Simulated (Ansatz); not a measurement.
# CuO (Tenorite) (Cc) in Ansatz: reference runs

Reference runs on CuO (Tenorite): the cell as given and a disturbed copy.

Everything below comes from runs of Ansatz 0.2.0. Logs are shortened: lines on timing, memory, paths and dates and some standing lists are left out, and cuts for length are marked.

## Step 1: Starting point

Symmetry: Cc, No. 9, monoclinic system. The conventional cell has a = 4.689 Å, b = 3.427 Å, c = 5.132 Å, α = 90.00°, β = 99.65°, γ = 90.00°. Cu (site symmetry 1) has 4 O at 1.91 to 2.02 Å as nearest neighbours. O (site symmetry 1) is surrounded by 4 Cu at 1.91 to 2.02 Å.

## Step 2: Single point, PBE

input.yaml

```yaml
crystal:
  lattice:
    - [2.34465, -1.7134, 0.0]
    - [2.34465, 1.7134, 0.0]
    - [-0.8605543552, 0.0, 5.0594363927]
  atoms:
    - { symbol: Cu, position: [0.4968, 0.0032, 0.5] }
    - { symbol: Cu, position: [0.0032, 0.4968, 0.0] }
    - { symbol: O, position: [0.4056, 0.5714, 0.7537] }
    - { symbol: O, position: [0.5714, 0.4056, 0.2537] }
hamiltonian:
  xc: pbe
  pseudopotentials: { kind: paw }
kpoints:
  mp_grid: { grid: [10, 10, 5] }
scf:
  occupations: { method: fermi_dirac, width: 0.05 }
output:
  forces: true
  stress: true
  eigenvalues: true
  write_density: true
  write_potential: true
  elf: true
  volumetric_format: npy
```

Potentials or basis: Ansatz PAW.

Launch:

```console
$ ansatz run input.yaml --threads 2 --pin off --max-ram 5120MiB --backend cpu --events-out ev --progress --plain --runs-dir out
```

Output:

```text
Warning: RAYON_NUM_THREADS=2 ignored (pool sized by the plan → 2); use --threads N
Engine: ansatz 0.2.0, x86_64-unknown-linux-gnu
Pseudopotentials: kind: paw
Pseudopotential: Cu, paw, valence charge 19, recommended cutoff 420 eV (normal), Cu.paw.azcp
Pseudopotential: O, paw, valence charge 6, recommended cutoff 420 eV (normal), O.paw.azcp
Functional definition: PBE
  parameter kappa = 0.804
  parameter beta = 0.06672455060314922
  exchange = pbe_x(kappa = kappa, mu = beta*pi^2/3)
  correlation = pbe_c(beta = beta)
Crystal: 4 atoms, lattice volume = 40.651 Å³
Basis set: ecut = 420 eV, 789 PW (Γ), exchange–correlation on 40×40×72 points (8 copies of the dense FFT grid, shifted against one another)
Bands: 30, of which v1, the nominal top of the filled ones, is band 25 counted from 1 (24 counted from 0)
Symmetry: 2 space group operations
Space group: Cc (ITA 9), of the structure as read, at distance tolerance 3.4e-5 Å
k-points: 141 of 500 (time reversal used)
Non-local potential: Cu, projectors of the file, l = 0: 3, l = 1: 2, l = 2: 3, l = 3: 1
Non-local potential: O, projectors of the file, l = 0: 2, l = 1: 2, l = 2: 1
PAW form: soft (Blöchl's): semilocal exchange-correlation on the pseudo side does not see the compensation charge
PAW one-centre angular grid: Cu, 590 points (default); XC on 64 Gauss nodes
PAW one-centre angular grid: O, 110 points (default); XC on 64 Gauss nodes
Initial density: superposition of atomic densities (neutral atoms: chi_scale 0, normalization atom), corrected by the library's trained network
Initial wavefunctions: pseudopotential atomic-orbital guess
Functional: x = pbe(κ = 0.804, μ = 0.2195149727645171), c = pbe(β = 0.06672455060314922)
SCF iter   1: F=—  HF=-14382.318327 eV  |F-HF|=—  |Δ(HF+E_count)|=         —  Δρ=4.82e-3  dr2=2.33e-3  ethr=1.77e-3  ⟨swp⟩=5.8  Hψ=14717  notcnv=0
preconditioner: auto → Kerker (q_TF=auto, 2.824 Å⁻¹)  [metal: Δε(μ)=0.018 eV  Ē_g=11.228 eV  σ=0.050 eV  W_gap=0.09  n_scr=20 (ndim 8)  ℏωp=34.0 eV  f_vac=0.000  D(μ)=2.34/eV (n_scr^D=26)]
SCF iter   2: F=—  HF=-14382.317999 eV  |F-HF|=—  |Δ(HF+E_count)|=   3.28e-4  Δρ=2.38e-3  dr2=7.08e-4  ethr=4.67e-6  ⟨swp⟩=2.0  Hψ=7716  notcnv=0
SCF iter   3: F=—  HF=-14382.317871 eV  |F-HF|=—  |Δ(HF+E_count)|=   1.28e-4  Δρ=3.75e-4  dr2=4.65e-5  ethr=1.42e-6  ⟨swp⟩=2.7  Hψ=5954  notcnv=0
SCF iter   4: F=—  HF=-14382.317863 eV  |F-HF|=—  |Δ(HF+E_count)|=   8.12e-6  Δρ=1.30e-4  dr2=6.08e-6  ethr=9.30e-8  ⟨swp⟩=2.0  Hψ=6641  notcnv=0
SCF iter   5: F=—  HF=-14382.317864 eV  |F-HF|=—  |Δ(HF+E_count)|=   9.14e-7  Δρ=4.55e-5  dr2=6.20e-7  ethr=1.22e-8  ⟨swp⟩=2.1  Hψ=6601  notcnv=0
SCF iter   6: F=—  HF=-14382.317864 eV  |F-HF|=—  |Δ(HF+E_count)|=   2.20e-7  Δρ=2.92e-5  dr2=2.25e-7  ethr=2.00e-10  ⟨swp⟩=9.0  Hψ=33554  notcnv=0
SCF iter   7: F=-14382.317864 eV  HF=-14382.317864 eV  |F-HF|=9.16e-9  |Δ(HF+E_count)|=   7.58e-8  Δρ=7.94e-6  dr2=1.38e-8  ethr=2.00e-10  ⟨swp⟩=8.2  Hψ=26588  notcnv=0
SCF 1 converged in 7 iterations: F = -14382.317864 eV  dr2 = 1.38e-8
SCF converged after 7 iterations
Free energy (F): -14382.317864 eV
Harris-Foulkes:  -14382.317864 eV  (|F-HF|=9.16e-9)
Internal energy: -14382.298720 eV  (E = F + TS)
E sigma→0 (E₀):  -14382.308292 eV
Entropy (-TS):   -0.019144 eV (-4.786 meV/atom)
Fermi energy:    12.194980 eV
--- Per-component energies (eV) ---
  E_band       = -856.594245
  E_kinetic    = 943.096232
  E_local      = -9675.783805  (includes V_loc(G=0)·N_el)
  E_nonlocal   = 879.213069
  E_hartree    = 4191.719772
  E_xc         = -323.891079
  E_vxc        = -415.793119  (∫ρ·V_xc dr)
  E_paw        = -3639.821002  (= ΣΔE_a)
  E_vpaw       = -970.772857  (= ΣTr[D̂ρ^β])
  E_aug_tail   = 0.005471  (compensation charges beyond the density's cutoff)
  E_ewald      = -6756.837377
  E_smearing   = -0.019144  (= −TS)
  E_closure    = -0.000000  (closes the sum)
  Σ components = -14382.317864   (vs F -14382.317864, Δ=0.00e0)
--- Forces (eV/Å), atoms counted from 1 ---
  atom   1  Cu    -0.62911148    -0.34702354     0.24343303
  atom   2  Cu    -0.62911148     0.34702354     0.24343303
  atom   3  O      0.62911144    -0.30776810    -0.24342890
  atom   4  O      0.62911144     0.30776810    -0.24342890
  max |Σ_I F_I| component: 8.27e-6 eV/Å
--- Stress (GPa, compression-positive) ---
        5.471370       0.000000      -1.737939
        0.000000       6.672780       0.000000
       -1.737937       0.000000       4.945528
  P = ⅓ Tr σ = 5.6966 GPa (56.966 kbar)
--- Band table (eV; the first three rows and the last of 141) ---
  k-point 0: bands = ["-100.3861", "-100.3855", "-57.9196", "-57.9194", "-57.8920", "-57.8830", "-57.4737", "-57.4733", "-7.7610", "-6.4370", "4.0238", "6.6319", "6.9929", "8.8049", "8.8829", "8.9525", "9.1486", "9.4272", "9.5071", "9.6780", "9.8825", "9.9873", "10.0698", "10.5474", "12.4055", "13.1112", "13.8693", "18.1952", "20.3007", "25.4865"]
  k-point 1: bands = ["-100.3860", "-100.3856", "-57.9196", "-57.9194", "-57.8912", "-57.8839", "-57.4737", "-57.4733", "-7.6540", "-6.5887", "4.3977", "6.7161", "7.0126", "8.1767", "8.5683", "8.6408", "9.2236", "9.3852", "9.6719", "9.7419", "9.9381", "10.1178", "10.3586", "10.4503", "12.3740", "12.9642", "14.4034", "17.6290", "21.1441", "25.5237"]
  k-point 2: bands = ["-100.3859", "-100.3857", "-57.9195", "-57.9194", "-57.8889", "-57.8861", "-57.4736", "-57.4734", "-7.3582", "-6.9548", "5.4022", "6.6919", "6.9347", "7.1973", "8.1619", "8.2038", "9.3916", "9.4752", "9.7769", "9.8053", "9.8998", "10.0896", "10.6006", "10.7190", "12.3463", "12.6102", "15.5067", "16.6333", "22.8533", "24.7883"]
  k-point 140: bands = ["-100.3845", "-100.3844", "-57.9332", "-57.9321", "-57.8873", "-57.8856", "-57.4821", "-57.4812", "-6.3689", "-6.2590", "5.3426", "5.8411", "6.5285", "6.5976", "7.0128", "7.3995", "9.3632", "9.6515", "9.9362", "9.9557", "10.4649", "10.4759", "10.8633", "10.9554", "11.5129", "12.1577", "16.8236", "17.9779", "20.8052", "21.4823"]
```

rho_z.tsv:

```text
# z_ang	rho[e/angstrom^3]
# format = ansatz-planar-average/11
# lattice	2.344650000	-1.713400000	0.000000000
# lattice	2.344650000	1.713400000	0.000000000
# lattice	-0.860554355	0.000000000	5.059436393
# sites	4
# site	29	0.742047822	-0.845734240	2.529718196
# site	29	1.172325000	0.845734240	0.000000000
# site	8	1.642123232	0.284081720	3.813297209
# site	8	2.072400410	-0.284081720	1.283579013
0.000000	3.334751e0
0.142558	2.837684e0
0.285117	1.823413e0
0.427675	1.009253e0
0.570233	6.024990e-1
0.712792	4.874076e-1
[... 28 lines left out ...]
4.846983	1.830504e0
4.989542	2.840646e0
```

v_z.tsv:

```text
# z_ang	v_es[eV]	v_tot[eV]
# format = ansatz-planar-average/11
# xc	pbe
# density_cutoff_ev	1680
# datasets	Cu=:simpson_from_first_knot:soft	O=:simpson_from_first_knot:soft
# lattice	2.344650000	-1.713400000	0.000000000
# lattice	2.344650000	1.713400000	0.000000000
# lattice	-0.860554355	0.000000000	5.059436393
# sites	4
# site	29	0.742047822	-0.845734240	2.529718196
# site	29	1.172325000	0.845734240	0.000000000
# site	8	1.642123232	0.284081720	3.813297209
# site	8	2.072400410	-0.284081720	1.283579013
0.000000	8.152171e-1	-1.106906e1
0.142558	1.240594e0	-1.051381e1
0.285117	2.522272e0	-8.934525e0
0.427675	4.624789e0	-6.524663e0
0.570233	7.124569e0	-3.866943e0
0.712792	8.600153e0	-2.437948e0
[... 28 lines left out ...]
4.846983	2.496297e0	-9.036001e0
4.989542	1.237412e0	-1.055350e1
```

Run time: 12 s. Hardware: 2 threads of AMD EPYC 7R43 (Zen 3), shared host; peak memory 0.43 GiB.

What came out:

| Property | Result |
| --- | --- |
| Free energy | -14382.3179 eV |
| Pressure | 5.7 GPa |
| Largest force | 0.759 eV/Å |
| Band gap on the k mesh | none (metal or under the smearing width) |

Forces in eV/Å, atoms in the order of the input:
```
Cu  -0.629 -0.347  0.243
Cu  -0.629  0.347  0.243
O    0.629 -0.308 -0.243
O    0.629  0.308 -0.243
```

Levels at points of the mesh, in eV from the Fermi level:
| k point | band 21 | band 22 | band 23 | band 24 | band 25 | band 26 | band 27 | band 28 | band 29 | band 30 |
| --- | --- | --- | --- | --- | --- | --- | --- | --- | --- | --- |
| (0.00, 0.00, 0.00) | -2.31 | -2.21 | -2.13 | -1.65 | 0.21 | 0.92 | 1.67 | 6.00 | 8.11 | 13.29 |
| (0.00, -0.50, 0.00) | -2.05 | -1.59 | -1.49 | -1.39 | -0.03 | 0.29 | 4.85 | 6.26 | 6.90 | 11.05 |
| (-0.50, -0.50, 0.00) | -2.12 | -2.11 | -1.66 | -1.21 | -0.65 | 1.06 | 3.33 | 7.00 | 8.50 | 9.93 |

Caveat: the pressure holds a Pulay correction of +0.7 GPa for the finite cutoff; the run has no spin polarisation, though such a crystal can be magnetic; semilocal functionals often make such compounds metallic where correlation or magnetic order opens a gap, which also shifts bond lengths. With open d or f shells a metallic result of PBE can be an artefact of self-interaction; +U or a hybrid may open a gap.

## Step 3: Single point, PBE (atoms moved at random, drawn with an rms of 0.05 Å)

input.yaml

```yaml
crystal:
  lattice:
    - [2.34465, -1.7134, 0.0]
    - [2.34465, 1.7134, 0.0]
    - [-0.8605543552, 0.0, 5.0594363927]
  atoms:
    - { symbol: Cu, position: [0.505702, -0.009996, 0.495236] }
    - { symbol: Cu, position: [0.011543, 0.501015, -0.002723] }
    - { symbol: O, position: [0.400118, 0.577525, 0.760988] }
    - { symbol: O, position: [0.576347, 0.414077, 0.25814] }
hamiltonian:
  xc: pbe
  pseudopotentials: { kind: paw }
kpoints:
  mp_grid: { grid: [10, 10, 5] }
scf:
  occupations: { method: fermi_dirac, width: 0.05 }
output:
  forces: true
  stress: true
  eigenvalues: true
```

Potentials or basis: Ansatz PAW.

Launch:

```console
$ ansatz run input.yaml --threads 2 --pin off --max-ram 5120MiB --backend cpu --events-out ev --progress --plain --runs-dir out
```

Output:

```text
Warning: RAYON_NUM_THREADS=2 ignored (pool sized by the plan → 2); use --threads N
Engine: ansatz 0.2.0, x86_64-unknown-linux-gnu
Pseudopotentials: kind: paw
Pseudopotential: Cu, paw, valence charge 19, recommended cutoff 420 eV (normal), Cu.paw.azcp
Pseudopotential: O, paw, valence charge 6, recommended cutoff 420 eV (normal), O.paw.azcp
Functional definition: PBE
  parameter kappa = 0.804
  parameter beta = 0.06672455060314922
  exchange = pbe_x(kappa = kappa, mu = beta*pi^2/3)
  correlation = pbe_c(beta = beta)
Crystal: 4 atoms, lattice volume = 40.651 Å³
Basis set: ecut = 420 eV, 789 PW (Γ), exchange–correlation on 40×40×72 points (8 copies of the dense FFT grid, shifted against one another)
Bands: 30, of which v1, the nominal top of the filled ones, is band 25 counted from 1 (24 counted from 0)
Symmetry: 1 space group operations
Space group: P1 (ITA 1), of the structure as read, at distance tolerance 3.4e-5 Å
k-points: 252 of 500 (time reversal used)
Non-local potential: Cu, projectors of the file, l = 0: 3, l = 1: 2, l = 2: 3, l = 3: 1
[... 21 lines left out ...]
Internal energy: -14382.220993 eV  (E = F + TS)
E sigma→0 (E₀):  -14382.230395 eV
Entropy (-TS):   -0.018805 eV (-4.701 meV/atom)
Fermi energy:    12.186178 eV
--- Per-component energies (eV) ---
  E_band       = -856.924348
  E_kinetic    = 943.249995
  E_local      = -9680.102096  (includes V_loc(G=0)·N_el)
  E_nonlocal   = 879.266401
  E_hartree    = 4193.603055
  E_xc         = -323.922783
  E_vxc        = -415.835462  (∫ρ·V_xc dr)
  E_paw        = -3639.797886  (= ΣΔE_a)
  E_vpaw       = -970.698728  (= ΣTr[D̂ρ^β])
  E_aug_tail   = 0.005365  (compensation charges beyond the density's cutoff)
  E_ewald      = -6754.523044
  E_smearing   = -0.018805  (= −TS)
  E_closure    = -0.000000  (closes the sum)
  Σ components = -14382.239798   (vs F -14382.239798, Δ=0.00e0)
--- Forces (eV/Å), atoms counted from 1 ---
  atom   1  Cu    -0.21195887     0.22804638     0.87702481
  atom   2  Cu    -1.11895486     0.52012460     0.81096587
  atom   3  O      0.90702846    -0.75254387    -1.05155854
  atom   4  O      0.42388541     0.00437062    -0.63642124
  max |Σ_I F_I| component: 1.09e-5 eV/Å
--- Stress (GPa, compression-positive) ---
        6.977848      -0.011856      -2.762680
       -0.011854       6.851274       0.740865
       -2.762679       0.740867       5.763504
  P = ⅓ Tr σ = 6.5309 GPa (65.309 kbar)
--- Band table (eV; the first three rows and the last of 252) ---
  k-point 0: bands = ["-100.4404", "-100.3480", "-57.9874", "-57.9418", "-57.8842", "-57.8420", "-57.5140", "-57.4437", "-7.7666", "-6.4493", "4.0290", "6.5796", "6.9655", "8.5905", "8.7794", "8.9025", "9.1784", "9.3797", "9.7105", "9.7772", "9.8937", "10.0137", "10.1239", "10.5589", "12.3993", "13.1081", "13.8625", "18.1965", "20.2962", "25.4569"]
  k-point 1: bands = ["-100.4405", "-100.3480", "-57.9874", "-57.9417", "-57.8842", "-57.8420", "-57.5140", "-57.4437", "-7.6607", "-6.5993", "4.3979", "6.6554", "6.9876", "8.0691", "8.5128", "8.6188", "9.2322", "9.3853", "9.7318", "9.7877", "9.9408", "10.1494", "10.3754", "10.4915", "12.3715", "12.9653", "14.4010", "17.6307", "21.1352", "25.4917"]
  k-point 2: bands = ["-100.4404", "-100.3480", "-57.9874", "-57.9416", "-57.8842", "-57.8421", "-57.5140", "-57.4437", "-7.3700", "-6.9590", "5.3853", "6.6144", "6.9301", "7.1441", "8.1503", "8.2054", "9.3760", "9.4601", "9.7646", "9.8519", "9.9007", "10.1111", "10.6142", "10.7642", "12.3496", "12.6204", "15.5080", "16.6353", "22.8323", "24.7525"]
  k-point 251: bands = ["-100.4391", "-100.3467", "-57.9997", "-57.9415", "-57.8963", "-57.8423", "-57.5222", "-57.4518", "-6.3933", "-6.2538", "5.3231", "5.8244", "6.5208", "6.5935", "7.0438", "7.4106", "9.3462", "9.6465", "9.8809", "9.9585", "10.4763", "10.4952", "10.8614", "10.9560", "11.4920", "12.1210", "16.8389", "17.9768", "20.7918", "21.4571"]
```

Run time: 12 s. Hardware: 2 threads of AMD EPYC 7R43 (Zen 3), shared host; peak memory 0.5 GiB.

Results:

| Quantity | Value |
| --- | --- |
| Free energy | -14382.2398 eV |
| Pressure | 6.5 GPa |
| Largest force | 1.579 eV/Å |
| Band gap on the k mesh | none (metal or under the smearing width) |

Forces on the atoms (eV/Å):
```
Cu  -0.212  0.228  0.877
Cu  -1.119  0.520  0.811
O    0.907 -0.753 -1.052
O    0.424  0.004 -0.636
```

Stress tensor (GPa, compression positive):
```
 6.98 -0.01 -2.76
-0.01  6.85  0.74
-2.76  0.74  5.76
```

Levels at points of the mesh, in eV from the Fermi level:
| k point | band 22 | band 23 | band 24 | band 25 | band 26 | band 27 | band 28 | band 29 |
| --- | --- | --- | --- | --- | --- | --- | --- | --- |
| (0.00, 0.00, 0.00) | -2.17 | -2.06 | -1.63 | 0.21 | 0.92 | 1.68 | 6.01 | 8.11 |
| (0.00, -0.50, 0.00) | -1.58 | -1.48 | -1.35 | -0.11 | 0.36 | 4.87 | 6.27 | 6.88 |
| (-0.50, 0.00, 0.00) | -1.57 | -1.48 | -1.37 | 0.00 | 0.27 | 4.92 | 6.28 | 6.91 |
| (-0.50, -0.50, 0.00) | -2.08 | -1.67 | -1.21 | -0.65 | 1.01 | 3.38 | 6.95 | 8.55 |

Caveat: the pressure holds a Pulay correction of +0.7 GPa for the finite cutoff; the run has no spin polarisation, though such a crystal can be magnetic; semilocal functionals often make such compounds metallic where correlation or magnetic order opens a gap, which also shifts bond lengths.
